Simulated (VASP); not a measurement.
# CaSe (Fm-3m) in VASP: further runs

The runs below take CaSe through electric field gradients, with PBE, LDA.

Everything below comes from runs of VASP 6.6.1. Logs are shortened: lines on timing, memory, paths and dates and some standing lists are left out, and cuts for length are marked.

**The experiment to reproduce.**

A printed reference work, monograph, original work of 1988 reports, for a bulk crystal of CaSe at 2 K: band gap 3.85 eV (indirect).

The runs below are set against these values where they give the same quantity.

### Step 1. The cell of the first run

Symmetry: Fm-3m, No. 225, cubic system. Conventional cell: a = 6.009 Å, b = 6.009 Å, c = 6.009 Å, α = 90.00°, β = 90.00°, γ = 90.00°. Within 4.0 Å of Ca (site symmetry m-3m) lie 6 Se at 3.00 Å. Within 4.0 Å of Se (site symmetry m-3m) lie 6 Ca at 3.00 Å.

### Step 2. Electric field gradients, PBE (volume scaled by 1.05)

Input file INCAR:

```
ALGO = Normal
EDIFF = 1E-8
ENCUT = 520
GGA = PE
ISIF = 2
ISMEAR = -1
LASPH = T
LCHARG = F
LEFG = T
LREAL = F
LWAVE = F
NBANDS = 15
NELM = 80
PREC = Accurate
SIGMA = 0.01
```

Input file KPOINTS:

```
k-points
0
Gamma
  7 7 7
```

Input file POSCAR:

```
CaSe
1.0
    0.0000000000      3.0044676307      3.0044676307
    3.0044676307      0.0000000000      3.0044676307
    3.0044676307      3.0044676307      0.0000000000
Ca Se
1 1
Direct
    0.0000000000      0.0000000000      0.0000000000
    0.5000000000      0.5000000000      0.5000000000
```

Potentials or basis: VASP PAW PBE potentials, release 64 (Ca_sv, Se).

The run is started by

```console
$ cat potpaw_PBE.64/Ca_sv/POTCAR potpaw_PBE.64/Se/POTCAR > POTCAR
$ mpirun -np 1 vasp_std > vasp.out
```

OUTCAR:

```text
EDIFF = 1E-8
   ENCUT = 520
   GGA = PE
   ISIF = 2
   ISMEAR = -1
   LASPH = T
   LREAL = F
   NELM = 80
   PREC = Accurate

 ion  position               nearest neighbor table
   1  0.000  0.000  0.000-
   2  0.500  0.500  0.500-

  LATTYP: Found a face centered cubic cell.
 ALAT       =     6.0089352614

  Lattice vectors:

 A1 = (   0.0000000000,   3.0044676307,   3.0044676307)
 A2 = (   3.0044676307,   0.0000000000,   3.0044676307)
 A3 = (   3.0044676307,   3.0044676307,   0.0000000000)

Analysis of symmetry for initial positions (statically):
=====================================================================
 Subroutine PRICEL returns:
 Original cell was already a primitive cell.

 Routine SETGRP: Setting up the symmetry group for a
 face centered cubic supercell.

 Subroutine GETGRP returns: Found 48 space group operations
 (whereof 48 operations were pure point group operations)
 out of a pool of 48 trial point group operations.

The static configuration has the point symmetry O_h .

Analysis of symmetry for dynamics (positions and initial velocities):
=====================================================================
 Subroutine PRICEL returns:
 Original cell was already a primitive cell.

 Routine SETGRP: Setting up the symmetry group for a
 face centered cubic supercell.

 Subroutine GETGRP returns: Found 48 space group operations
 (whereof 48 operations were pure point group operations)
 out of a pool of 48 trial point group operations.

The dynamic configuration has the point symmetry O_h .

 Subroutine INISYM returns: Found 48 space group operations
 (whereof 48 operations are pure point group operations),
 and found     1 'primitive' translations

----------------------------------------------------------------------------------------

                                     Primitive cell

  volume of cell :      54.2416

  direct lattice vectors                    reciprocal lattice vectors
     0.000000000  3.004467631  3.004467631    -0.166418834  0.166418834  0.166418834
     3.004467631  0.000000000  3.004467631     0.166418834 -0.166418834  0.166418834
     3.004467631  3.004467631  0.000000000     0.166418834  0.166418834 -0.166418834

  length of vectors
     4.248958871  4.248958871  4.248958871     0.288245876  0.288245876  0.288245876
[... 126 lines left out ...]
 cond. band min:       4.3169555212   @ k =   0.4286   0.4286   0.0000
 fundamental gap:      2.1876070466
 Fermi energy:         2.3647522092

 k-point     1 :       0.0000    0.0000    0.0000
  band No.  band energies     occupation
      1     -37.7671      2.00000
      2     -18.7525      2.00000
      3     -18.7525      2.00000
      4     -18.7525      2.00000
      5      -9.5113      2.00000
      6       2.1293      2.00000
      7       2.1293      2.00000
      8       2.1293      2.00000
      9       5.2243      0.00000
     10       5.8452      0.00000
     11       5.8452      0.00000
     12       5.8452      0.00000
     13       6.3687      0.00000
     14       6.3687      0.00000
[... 329 lines left out ...]
      2     -18.8024      2.00000
      3     -18.8019      2.00000
      4     -18.7766      2.00000
      5      -8.9112      2.00000
      6       0.1079      2.00000
      7       0.1551      2.00000
      8       0.8187      2.00000
      9       6.0856      0.00000
     10       6.9283      0.00000
     11       7.4290      0.00000
     12       7.7724      0.00000
     13       7.9506      0.00000
     14       9.7167      0.00000
     15      10.9581      0.00000

------------------------ aborting loop because EDIFF is reached ----------------------------------------

  FORCE on cell =-STRESS in cart. coord.  units (eV):
  Direction    XX          YY          ZZ          XY          YZ          ZX
  --------------------------------------------------------------------------------------
  -------------------------------------------------------------------------------------
  Total       -0.3412238     -0.3412238     -0.3412238      0.0000000     -0.0000000      0.0000000
  in kB      -10.0789984    -10.0789984    -10.0789984      0.0000000     -0.0000000      0.0000000
  external PRESSURE =     -10.0789984 kB  Pullay stress =       0.0000000 kB

 VOLUME and BASIS-vectors are now :
 -----------------------------------------------------------------------------
  energy-cutoff  :      520.00
  volume of cell :       54.24
      direct lattice vectors                 reciprocal lattice vectors
     0.000000000  3.004467631  3.004467631    -0.166418834  0.166418834  0.166418834
     3.004467631  0.000000000  3.004467631     0.166418834 -0.166418834  0.166418834
     3.004467631  3.004467631  0.000000000     0.166418834  0.166418834 -0.166418834

 POSITION                                       TOTAL-FORCE (eV/Angst)
 -----------------------------------------------------------------------------------
      0.00000      0.00000      0.00000         0.000000      0.000000     -0.000000
      3.00447      3.00447      3.00447        -0.000000     -0.000000      0.000000
 -----------------------------------------------------------------------------------
    total drift:                                0.000000     -0.000000     -0.000000

  FREE ENERGIE OF THE ION-ELECTRON SYSTEM (eV)
  ---------------------------------------------------
  free  energy   TOTEN  =        -9.4822005533 eV

  energy  without entropy=       -9.4822005533  energy(sigma->0) =       -9.48220055

 Electric field gradients (V/A^2)
---------------------------------------------------------------------
 ion       V_xx      V_yy      V_zz      V_xy      V_xz      V_yz
---------------------------------------------------------------------
   1      -0.000    -0.000     0.000     0.001     0.001     0.001
   2      -0.000     0.000     0.000    -0.000    -0.000    -0.000
---------------------------------------------------------------------

 Electric field gradients after diagonalization (V/A^2)
 (convention: |V_zz| > |V_xx| > |V_yy|)
----------------------------------------------------------------------
 ion       V_xx      V_yy      V_zz     asymmetry (V_yy - V_xx)/ V_zz
----------------------------------------------------------------------
   1      -0.001    -0.001     0.001       0.000
   2       0.000     0.000    -0.000       0.000
----------------------------------------------------------------------

           NMR quadrupolar parameters

 Cq : quadrupolar parameter    Cq=e*Q*V_zz/h
 eta: asymmetry parameters     (V_yy - V_xx)/ V_zz
 Q  : nuclear electric quadrupole moment in mb (millibarn)
----------------------------------------------------------------------
 ion       Cq(MHz)       eta       Q (mb)
----------------------------------------------------------------------
   1       0.000       0.000       1.000
   2      -0.000       0.000       1.000
----------------------------------------------------------------------
```

OSZICAR:

```text
N       E                     dE             d eps       ncg     rms          rms(c)
DAV:   1     0.102914552589E+03    0.10291E+03   -0.73076E+03   600   0.973E+02
DAV:   2    -0.504733577775E+01   -0.10796E+03   -0.10307E+03   768   0.243E+02
DAV:   3    -0.941209356135E+01   -0.43648E+01   -0.43260E+01   828   0.458E+01
DAV:   4    -0.962994347839E+01   -0.21785E+00   -0.21775E+00   835   0.849E+00
DAV:   5    -0.963129375527E+01   -0.13503E-02   -0.13502E-02   791   0.761E-01    0.427E+00
DAV:   6    -0.948321106593E+01    0.14808E+00   -0.20509E-01   712   0.235E+00    0.252E+00
DAV:   7    -0.947750941459E+01    0.57017E-02   -0.10240E-01   743   0.198E+00    0.835E-01
DAV:   8    -0.948196345617E+01   -0.44540E-02   -0.13316E-02   664   0.858E-01    0.124E-01
DAV:   9    -0.948204637224E+01   -0.82916E-04   -0.72346E-04   790   0.259E-01    0.512E-02
DAV:  10    -0.948218169570E+01   -0.13532E-03   -0.18670E-04   663   0.845E-02    0.149E-02
DAV:  11    -0.948220230608E+01   -0.20610E-04   -0.47618E-05   754   0.583E-02    0.121E-02
DAV:  12    -0.948220089049E+01    0.14156E-05   -0.28975E-06   692   0.116E-02    0.520E-03
DAV:  13    -0.948220047157E+01    0.41892E-06   -0.10846E-06   747   0.656E-03    0.118E-03
DAV:  14    -0.948220052346E+01   -0.51893E-07   -0.27611E-08   685   0.103E-03    0.682E-04
DAV:  15    -0.948220058688E+01   -0.63420E-07   -0.10485E-08   637   0.631E-04    0.467E-04
DAV:  16    -0.948220055782E+01    0.29059E-07   -0.13082E-09   342   0.283E-04    0.700E-05
DAV:  17    -0.948220055334E+01    0.44831E-08   -0.31126E-10   356   0.899E-05
   1 F= -.94822006E+01 E0= -.94822006E+01  d E =-.256615E-12
```

It took 13 s on 1 thread of Intel Xeon Platinum 8375C at 2.90GHz (Ice Lake), shared host; peak memory 0.18 GiB.

Results:

```yaml
Free_energy: -9.4822 eV
Pressure: -1.0 GPa
Band_gap_on_the_k_mesh: 2.19 eV, indirect (least direct gap 3.05 eV)
```

Levels at points of the mesh, in eV from the valence-band top:
| k point | band 6 | band 7 | band 8 | band 9 | band 10 | band 11 |
| --- | --- | --- | --- | --- | --- | --- |
| (0.00, 0.00, 0.00) | 0.00 | 0.00 | 0.00 | 3.10 | 3.72 | 3.72 |

Caveat: without QUAD_EFG the Cq values of the log hold for a quadrupole moment of 1 mb, not for the nuclei. A k mesh can miss the band edges.

(Part 1 of 2 ends here.)
